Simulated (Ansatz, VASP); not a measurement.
# SiB2P2C in two plane-wave programs, part 2 of 2

Wanted: the spread between two codes on one cell, functional and k mesh. The cell is taken from a series of runs on this material, whose earlier steps may have relaxed, scaled, displaced or heated it; both programs get it as it stands.

VASP 6.6.1 and Ansatz 0.2.0.

So far. Step 2 (VASP: single point, HSE06): The run ends at a pressure of -0.37 GPa, with forces up to 0.15 eV/Å.

## (3) Ansatz: single point, HSE06

Level of this step: Ansatz beside VASP: Kohn-Sham DFT, plane waves, HSE06 (Ansatz).

Ansatz runs on its PAW soft_1 files.

The same cell, functional and mesh now go to Ansatz, which takes its cutoff from its data sets.

Contents of input.yaml:

```yaml
crystal:
  lattice:
    - [3.1626406135, 0.0, 0.0]
    - [0.0, 4.4867471562, -2.1681e-06]
    - [0.0, -4.6631e-06, 9.5214322251]
  atoms:
    - { symbol: B, position: [0.0, -0.0275991581, 0.0738524308] }
    - { symbol: P, position: [0.5, 0.2290313149, 0.0917151119] }
    - { symbol: B, position: [0.5, 0.4808022534, 0.2580866696] }
    - { symbol: P, position: [0.0, 0.7322991948, 0.2491993833] }
    - { symbol: B, position: [0.0, -0.0191977068, 0.4174493907] }
    - { symbol: P, position: [0.5, 0.2322991288, 0.4263365533] }
    - { symbol: B, position: [0.5, 0.472400192, 0.6016838273] }
    - { symbol: P, position: [0.0, 0.7290314443, 0.5838211069] }
    - { symbol: Si, position: [0.0, 0.0493034712, 0.7672996926] }
    - { symbol: C, position: [0.5, 0.2861631318, 0.7520628987] }
    - { symbol: Si, position: [0.5, 0.5493035824, 0.9082366183] }
    - { symbol: C, position: [0.0, 0.7861631513, 0.9234735059] }
kpoints:
  mp_grid: { grid: [4, 4, 2] }
  band_path:
    path:
      - [0.0, 0.0, 0.0]
      - [-0.5, 0.0, 0.0]
      - [-0.5, 0.0, 0.5]
      - [0.0, 0.0, 0.5]
      - [0.0, -0.5, 0.5]
      - [-0.5, -0.5, 0.5]
      - [-0.5, -0.5, 0.0]
      - [0.0, -0.5, 0.0]
    npoints: 1
hamiltonian:
  xc: hse06
  pseudopotentials: { kind: paw, azcp: { folder: soft_1 } }
scf:
  occupations: { method: fixed }
  n_extra_bands: 8
output:
  eigenvalues: true
```

Launch:

```bash
$ ansatz run input.yaml --threads 4 --pin off --max-ram 17510MiB --backend cpu --events-out ev --progress --plain --runs-dir out
```

Numbers of over 12 decimals in the logs are rounded to 6 here.

The program printed:

```text
Warning: the atoms were moved onto the symmetric positions of the space group found under crystal.symmetry.tolerance 1.0e-5 (fractional; no operation is sought that the atoms, as they stand in a round, miss by more than twice it, and no atom is moved by as much as it), and the run uses the moved positions. Before a round's move an operation carried an atom to 2.97e-6 Å from where it should land, the largest such dist [...]
scf.n_extra_bands = 8 over 24 filled bands (N_el = 48.0): the run solves 32 bands
Engine: ansatz 0.2.0, aarch64-unknown-linux-gnu
Pseudopotentials: kind: paw
Pseudopotential: B, paw, valence charge 3, recommended cutoff 420 eV (normal), soft_1/B.paw.azcp
Pseudopotential: P, paw, valence charge 5, recommended cutoff 420 eV (normal), soft_1/P.paw.azcp
Pseudopotential: Si, paw, valence charge 4, recommended cutoff 420 eV (normal), soft_1/Si.paw.azcp
Pseudopotential: C, paw, valence charge 4, recommended cutoff 420 eV (normal), soft_1/C.paw.azcp
Functional definition: HSE06
  parameter a = 0.25
  parameter omega = 0.11/bohr
  exchange = pbe_x - a*pbe_x_sr(omega) + a*exact_x_sr(omega)
  correlation = pbe_c
davidson cushion auto → on  (no smearing: the cushion is to keep the highest requested band from converging to the state above it; pin scf.eigensolver.cushion to override)
Crystal: 12 atoms, lattice volume = 135.109 Å³
Basis set: ecut = 420 eV, 2663 PW (Γ)
Bands: 32, of which v1, the nominal top of the filled ones, is band 24 counted from 1 (23 counted from 0)
Symmetry: 4 space group operations
Space group: Pmn21 (ITA 31), of the structure as read, at distance tolerance 5.1e-5 Å
k-points: 18 of 32 (time reversal used)
Non-local potential: B, projectors of the file, l = 0: 2, l = 1: 2, l = 2: 1
Non-local potential: P, projectors of the file, l = 0: 2, l = 1: 2, l = 2: 1
Non-local potential: Si, projectors of the file, l = 0: 2, l = 1: 2, l = 2: 1
Non-local potential: C, projectors of the file, l = 0: 2, l = 1: 2, l = 2: 1
PAW form: soft (Blöchl's): semilocal exchange-correlation on the pseudo side does not see the compensation charge
PAW frozen core: B, regenerated for the run's functional, and the local potential with it (the file was generated under x = pbe(κ = 0.804, μ = 0.219515), c = pbe(β = 0.066725))
PAW frozen core: P, regenerated for the run's functional, and the local potential with it (the file was generated under x = pbe(κ = 0.804, μ = 0.219515), c = pbe(β = 0.066725))
PAW frozen core: Si, regenerated for the run's functional, and the local potential with it (the file was generated under x = pbe(κ = 0.804, μ = 0.219515), c = pbe(β = 0.066725))
PAW frozen core: C, regenerated for the run's functional, and the local potential with it (the file was generated under x = pbe(κ = 0.804, μ = 0.219515), c = pbe(β = 0.066725))
PAW one-centre angular grid: B, 110 points (default); XC on 64 Gauss nodes
PAW one-centre angular grid: P, 110 points (default); XC on 64 Gauss nodes
PAW one-centre angular grid: Si, 110 points (default); XC on 64 Gauss nodes
PAW one-centre angular grid: C, 110 points (default); XC on 64 Gauss nodes
Initial density: superposition of atomic densities (chi_scale 0.1, normalization cell, long waves kept (reshape's long-wave potential 0.26 eV rms))
Initial wavefunctions: pseudopotential atomic-orbital guess
Functional: x = pbe(κ = 0.804, μ = 0.219515), c = pbe(β = 0.066725), warm-up for x = pbe(κ = 0.804, μ = 0.219515) + 0.25 (exact − pbe) at short range (hse, ω = 0.207870 Å⁻¹), c = pbe(β = 0.066725); HSE06 as pw.x's `hse` composes it (authors' and Libxc's form: `xc: wpbeh`)
SCF iter   1: F=—  HF=-5428.274562 eV  |F-HF|=—  |Δ(HF+E_count)|=         —  Δρ=1.02e-1  dr2=1.75e1  ethr=1.00e-1  ⟨swp⟩=5.3  Hψ=2338  notcnv=0
preconditioner: auto → none  [insulator: Δε(μ)=1.976 eV  Ē_g=10.712 eV  n_scr=22 (ndim 8)  ℏωp=22.1 eV  f_vac=0.000]
SCF iter   2: F=—  HF=-5423.604590 eV  |F-HF|=—  |Δ(HF+E_count)|=    4.67e0  Δρ=3.87e-2  dr2=2.43e0  ethr=3.64e-2  ⟨swp⟩=4.2  Hψ=1731  notcnv=0  defer=5
SCF iter   3: F=—  HF=-5423.197322 eV  |F-HF|=—  |Δ(HF+E_count)|=   4.07e-1  Δρ=1.86e-2  dr2=1.15e0  ethr=5.07e-3  ⟨swp⟩=4.5  Hψ=1692  notcnv=0
SCF iter   4: F=—  HF=-5423.155033 eV  |F-HF|=—  |Δ(HF+E_count)|=   4.23e-2  Δρ=1.26e-2  dr2=8.45e-1  ethr=2.40e-3  ⟨swp⟩=4.8  Hψ=1652  notcnv=0
SCF iter   5: F=—  HF=-5423.052104 eV  |F-HF|=—  |Δ(HF+E_count)|=   1.03e-1  Δρ=7.57e-3  dr2=2.73e-1  ethr=1.76e-3  ⟨swp⟩=2.7  Hψ=1301  notcnv=0
iter 6 solved again at ethr=5.37e-5 eV; its pass at ethr=5.69e-4 eV (dr2=2.58e-2 eV) is discarded
SCF iter   6: F=—  HF=-5423.010229 eV  |F-HF|=—  |Δ(HF+E_count)|=   4.19e-2  Δρ=2.46e-3  dr2=2.55e-2  ethr=5.37e-5  ⟨swp⟩=2.6  Hψ=2764  notcnv=0
SCF iter   7: F=—  HF=-5423.006382 eV  |F-HF|=—  |Δ(HF+E_count)|=   3.85e-3  Δρ=4.71e-4  dr2=7.89e-4  ethr=5.32e-5  ⟨swp⟩=3.8  Hψ=1459  notcnv=0
SCF iter   8: F=-5423.006366 eV  HF=-5423.006367 eV  |F-HF|=9.09e-7  |Δ(HF+E_count)|=   1.50e-5  Δρ=1.12e-4  dr2=1.41e-5  ethr=1.64e-6  ⟨swp⟩=4.6  Hψ=1735  notcnv=0
SCF 1 stopped early in 8 iterations: F = -5423.006366 eV  dr2 = 1.41e-5
  greatest PAW one-centre occupation: 0.769 electrons in one spin orbital (limit 2), on the P atom at site 7 (counted from 0), in its partial waves of l = 0
Initial density: handed on by an earlier stage of this run
Initial wavefunctions: those handed on with the density
Functional: x = pbe(κ = 0.804, μ = 0.219515) + 0.25 (exact − pbe) at short range (hse, ω = 0.207870 Å⁻¹), c = pbe(β = 0.066725); HSE06 as pw.x's `hse` composes it (authors' and Libxc's form: `xc: wpbeh`)
Exchange kernel: α = 0.2500, screened, ω = 0.2079 Å⁻¹, Wigner–Seitz truncation, v(0) = 1026.4577 eV·Å³, q-mesh 4×4×2, nearest image of the exchange supercell L = 12.65 Å, pair-density grid 24×30×64, without the augmentation charges, whose exchange is taken in its separable form by FFT convolution over the k-point mesh (the finest that the files' search goes to), smooth part of the exact exchange by density-matrix convolution
Frozen-core exchange: fock
SCF iter   1: F=—  HF=-5426.955287 eV  |F-HF|=—  |Δ(HF+E_count)|=         —  Δρ=5.01e-3  dr2=2.01e-2  ethr=2.94e-7  ⟨swp⟩=9.7  Hψ=4082  notcnv=0
preconditioner: auto → none  [insulator: Δε(μ)=1.617 eV  Ē_g=11.870 eV  n_scr=22 (ndim 8)  ℏωp=22.1 eV  f_vac=0.000]
SCF iter   2: F=—  HF=-5426.946232 eV  |F-HF|=—  |Δ(HF+E_count)|=   9.05e-3  Δρ=1.27e-3  dr2=2.67e-3  ethr=2.94e-7  ⟨swp⟩=5.4  Hψ=2531  notcnv=0
SCF iter   3: F=—  HF=-5426.962453 eV  |F-HF|=—  |Δ(HF+E_count)|=   1.62e-2  Δρ=6.47e-4  dr2=3.83e-4  ethr=2.94e-7  ⟨swp⟩=5.7  Hψ=2635  notcnv=0  defer=2
SCF iter   4: F=—  HF=-5426.962316 eV  |F-HF|=—  |Δ(HF+E_count)|=   1.37e-4  Δρ=7.83e-5  dr2=4.59e-5  ethr=2.94e-7  ⟨swp⟩=3.1  Hψ=1732  notcnv=0
SCF iter   5: F=—  HF=-5426.962704 eV  |F-HF|=—  |Δ(HF+E_count)|=   3.88e-4  Δρ=1.32e-4  dr2=2.76e-5  ethr=2.15e-8  ⟨swp⟩=5.3  Hψ=2436  notcnv=0  defer=3
SCF iter   6: F=-5426.962695 eV  HF=-5426.962695 eV  |F-HF|=6.78e-7  |Δ(HF+E_count)|=   9.00e-6  Δρ=1.57e-5  dr2=1.31e-6  ethr=2.15e-8  ⟨swp⟩=3.9  Hψ=1866  notcnv=0
SCF 2 stopped early in 6 iterations: F = -5426.962695 eV  dr2 = 1.31e-6
  greatest PAW one-centre occupation: 0.765 electrons in one spin orbital (limit 2), on the P atom at site 7 (counted from 0), in its partial waves of l = 0
hybrid outer 1: dexx = +1.901e-2 eV, tail = 1.46e-5 eV
Exchange kernel: α = 0.2500, screened, ω = 0.2079 Å⁻¹, Wigner–Seitz truncation, v(0) = 1026.4577 eV·Å³, q-mesh 4×4×2, nearest image of the exchange supercell L = 12.65 Å, pair-density grid 24×30×64, without the augmentation charges, whose exchange is taken in its separable form by FFT convolution over the k-point mesh (the finest that the files' search goes to), smooth part of the exact exchange by density-matrix convolution
Frozen-core exchange: fock
SCF iter   1: F=—  HF=-5426.962452 eV  |F-HF|=—  |Δ(HF+E_count)|=         —  Δρ=1.68e-5  dr2=3.52e-7  ethr=1.52e-7  ⟨swp⟩=3.4  Hψ=1353  notcnv=0
preconditioner: auto → none  [insulator: Δε(μ)=1.670 eV  Ē_g=11.885 eV  n_scr=22 (ndim 8)  ℏωp=22.1 eV  f_vac=0.000]
iter 2 solved again at ethr=6.56e-11 eV; its pass at ethr=6.65e-10 eV (dr2=3.15e-8 eV) is discarded
SCF iter   2: F=-5426.962452 eV  HF=-5426.962452 eV  |F-HF|=1.13e-8  |Δ(HF+E_count)|=   8.75e-8  Δρ=6.19e-6  dr2=6.01e-8  ethr=6.56e-11  ⟨swp⟩=2.1  Hψ=3562  notcnv=0  defer=3
SCF 3 converged in 2 iterations: F = -5426.962452 eV  dr2 = 6.01e-8
hybrid outer 2: dexx = +2.262e-7 eV, tail = 1.28e-7 eV, Δε = 5.31e-4 eV (about 5.94e-5 eV left of the loop's levels)
NSCF: frozen V_eff on 8 k-points
hybrid SCF converged: 2 outer / 8 inner (+8 warm-up), last move |dexx| = 2.26e-7 eV, tail = 1.28e-7 eV
Stability not checked: this state was not tested for a lower state beside it, because the functional holds exact exchange (a hybrid, or Hartree-Fock), whose exchange loop this test does not read (fock_operator; see scf.lower_state_search)
Free energy (F): -5426.962453 eV
Frozen-core exchange: fock
Harris-Foulkes:  -5426.962453 eV  (|F-HF|=1.13e-8)
Internal energy: -5426.962453 eV  (E = F + TS)
E sigma→0 (E₀):  -5426.962453 eV
Fermi energy:    9.272292 eV
--- Per-component energies (eV) ---
  E_band       = 92.220636
  E_kinetic    = 748.494761
  E_local      = -444.511989  (includes V_loc(G=0)·N_el)
  E_nonlocal   = 245.128472
  E_hartree    = 138.317221
  E_xc         = -518.867880
  E_vxc        = -503.900892  (∫ρ·V_xc dr)
  E_exx        = -85.096908  (= α·E_x^exact, valence–valence)
  E_paw        = -3805.493722  (= ΣΔE_a)
  E_vpaw       = -59.430424  (= ΣTr[D̂ρ^β])
  E_aug_tail   = 0.000131  (compensation charges beyond the density's cutoff)
  E_ewald      = -1704.427036
  E_core_change = -0.505504  (= ΣΔE_core)
  E_smearing   = -0.000000  (= −TS)
  E_closure    = 0.000000  (closes the sum)
  Σ components = -5426.962453   (vs F -5426.962453, Δ=0.00e0)
--- Band table (eV; the first three rows and the last of 18) ---
  k-point 0: bands = [... 20 lower, 8.5505, 8.9285, 9.1681, 9.2723, 11.0251, 11.7305, 12.8411, 13.0302, ... 4 higher]
  k-point 1: bands = [... 20 lower, 7.9328, 8.4741, 8.7552, 9.2497, 11.5675, 11.9336, 13.6026, 13.6902, ... 4 higher]
  k-point 2: bands = [... 20 lower, 7.9293, 8.2045, 8.2368, 8.3000, 11.3066, 12.4849, 13.0593, 13.4411, ... 4 higher]
  k-point 17: bands = [... 20 lower, 6.5890, 6.5890, 6.8093, 6.8093, 13.8701, 13.8701, 14.3986, 14.3986, ... 4 higher]
```

In the SCF lines HF is the Harris–Foulkes energy and dr2 the Hartree energy of the density residual, in eV; the loop may stop once dr2 is under the threshold and the program's other checks hold. Hψ counts applications of the Hamiltonian.

## (4) Comparison

Known differences besides the potentials themselves: exact exchange at q = 0 is treated differently, which shows on coarse meshes; VASP keeps PBE cores, Ansatz makes them for the functional; fixed occupations in Ansatz, narrow Gaussian smearing in VASP; the cutoff is 420 eV in Ansatz and 520 eV in VASP; VASP takes a coarser grid for exact exchange (PRECFOCK = Fast). Total energies have different zeros and are not compared.

Compared:

```
              quantity  Ansatz   VASP  difference
gap on the k mesh (eV)   1.670  1.671       0.000
```

A gap on the mesh is an upper bound, since the band edges may lie between its points.

## (5) Results

```
difference in gap on the k mesh (single point, HSE06) : -5.0e-4 eV
```

The difference in gap on the k mesh is -5.0e-4 eV (single point, HSE06), within the 0.08 eV picked in this series as the mark of a large difference. How closely two codes agree says nothing of how well the functional describes the real material.

[Lines on the potential files, build, host, timing and source positions are cut from VASP's logs without a mark.]

[Logs are printed without paths, hosts, clocks, repeated set-up lines and the standing remarks that a program may print on its own settings, such as how far it seeks lower states.]

[Hosts, paths, dates, database ids (printed as entryN), source tags and the programs' standing remarks are cut or masked in the printed files.]
